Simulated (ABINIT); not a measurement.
Planning a run of ABINIT 10.8.3 on InP (F-43m). The input:

```
acell 3*1.0 Angstrom
rprim 
  -0.000000000000 2.930500000000 2.930500000000
  2.930500000000 -0.000000000000 2.930500000000
  2.930500000000 2.930500000000 -0.000000000000
ntypat 2
znucl 49 15
natom 2
typat 1 2
xred 
  0.000000000000 0.000000000000 0.000000000000
  0.250000000000 0.250000000000 0.250000000000
pp_dirpath "pseudos"
pseudos "In.upf, P.upf"
ecut 31
ngkpt 4 4 4
nshiftk 1
shiftk 0 0 0
kptopt 1
chksymbreak 0
istwfk *1
occopt 1
irdwfk 1
optdriver 4
nband 42
gwcalctyp 10
ecutsigx 31
symsigma 1
nkptgw 8
kptgw 
  0.0000000000 0.0000000000 0.0000000000
  0.2500000000 0.0000000000 0.0000000000
  0.5000000000 0.0000000000 0.0000000000
  0.2500000000 0.2500000000 0.0000000000
  0.5000000000 0.2500000000 0.0000000000
  -0.2500000000 0.2500000000 0.0000000000
  0.5000000000 0.5000000000 0.0000000000
  -0.2500000000 0.5000000000 0.2500000000
bdgw 
  1 19
  1 19
  1 19
  1 19
  1 19
  1 19
  1 19
  1 19
ecuteps 3.9
irdscr 1
ppmodel 1
irdqps 1
indata_prefix "in"
outdata_prefix "out"
tmpdata_prefix "tmp"
```

The database entry behind the starting cell differs from later determinations by our own check (0.1 to 0.3 % short, probably kX units), so it need not match the best structure at ambient conditions.

```sh
OMP_NUM_THREADS=1 mpirun -n 4 abinit run.abi > log
```

Estimate wall time and host memory on 4 MPI ranks of Arm Neoverse V2, shared host.

It took 35 s; on shared hardware allow 18 s to 70 s. Peak host memory was 1.1 GiB.

[Paths, hosts, dates, memory and timing lines, banners, echoed tables and standing remarks are left out of the program output.]

[Logs are printed without paths, hosts, clocks, repeated set-up lines and the standing remarks that a program may print on its own settings, such as how far it seeks lower states.]

[Runs of the session that timed out or met a known fault of the program may be left out.]

[Hosts, paths, dates, database ids (printed as entryN), source tags and the programs' standing remarks are cut or masked in the printed files.]

[G0W0 gaps are taken among the corrected bands and points alone; a level outside them can change the order at an edge.]

[Where Ansatz stands beside ABINIT at settings called matched, ABINIT's density can come from a denser mesh and the files from another edition; pairs whose starting gaps differed by over 0.03 eV were left out, so agreement reads better than it is.]
